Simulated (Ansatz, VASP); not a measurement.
**Ge: VASP beside Ansatz**

The input INCAR:

```
PREC = Accurate
ENCUT = 520
EDIFF = 1E-6
ISMEAR = -1
SIGMA = 0.05
LREAL = False
LASPH = True
NELM = 100
ALGO = Normal
ISIF = 2
LWAVE = False
LCHARG = True
GGA = RP
IVDW = 12
LELF = True
LVHAR = True
NBANDS = 21
```

Contents of KPOINTS:

```
Automatic mesh
0
Gamma
  8 8 8
```

POSCAR

```
Ge
1.0
    0.0000000000      2.8476450493      2.8476450493
    2.8476450493      0.0000000000      2.8476450493
    2.8476450493      2.8476450493      0.0000000000
Ge
2
Direct
    0.7500000000      0.7500000000      0.7500000000
    0.5000000000      0.5000000000      0.5000000000
```

Contents of input.yaml:

```yaml
crystal:
  lattice:
    - [0.0, 2.8476450493, 2.8476450493]
    - [2.8476450493, 0.0, 2.8476450493]
    - [2.8476450493, 2.8476450493, 0.0]
  atoms:
    - { symbol: Ge, position: [0.75, 0.75, 0.75] }
    - { symbol: Ge, position: [0.5, 0.5, 0.5] }
hamiltonian:
  xc: rpbe
  pseudopotentials: { kind: paw }
  dispersion: d3bj
kpoints:
  mp_grid: { grid: [8, 8, 8] }
scf:
  occupations: { method: fermi_dirac, width: 0.05 }
output:
  forces: true
  stress: true
  eigenvalues: true
```

Alike in both runs: task single point; functional RPBE; dispersion D3(BJ); k mesh 8 × 8 × 8; occupations fermi-dirac, width 0.05 eV; no spin polarisation.

|  | VASP | Ansatz |
| --- | --- | --- |
| version | VASP 6.6.1 | Ansatz 0.2.0 |
| potentials or method | VASP PAW PBE potentials, release 64 (Ge_d) | Ansatz PAW |
| plane-wave cutoff (eV) | 520 | 420 |
| valence electrons in the cell | 28 | 28 |

|  | VASP | Ansatz | Ansatz less VASP |
| --- | --- | --- | --- |
| gap on the k mesh at the Fermi level (eV) | none | none | - |
| pressure (GPa) | -5.4 | -5.2 | +0.18 |
| dispersion energy (meV/atom) | -1239.4 | -1239.5 | -0.07 |

A gap of «none» marks a metal or a gap that the smearing closes.

Caveats: pairwise dispersion overbinds metals, which lowers pressure and volume; the PAW data sets were made with another functional, which shifts forces and pressure a little (VASP); this crystal is a semiconductor, whose small gap the functional closes, so the metal is an error of the method (VASP); the PAW data sets come from PBE, with cores solved anew for the run's functional, which leaves a small shift of forces and pressure (Ansatz).
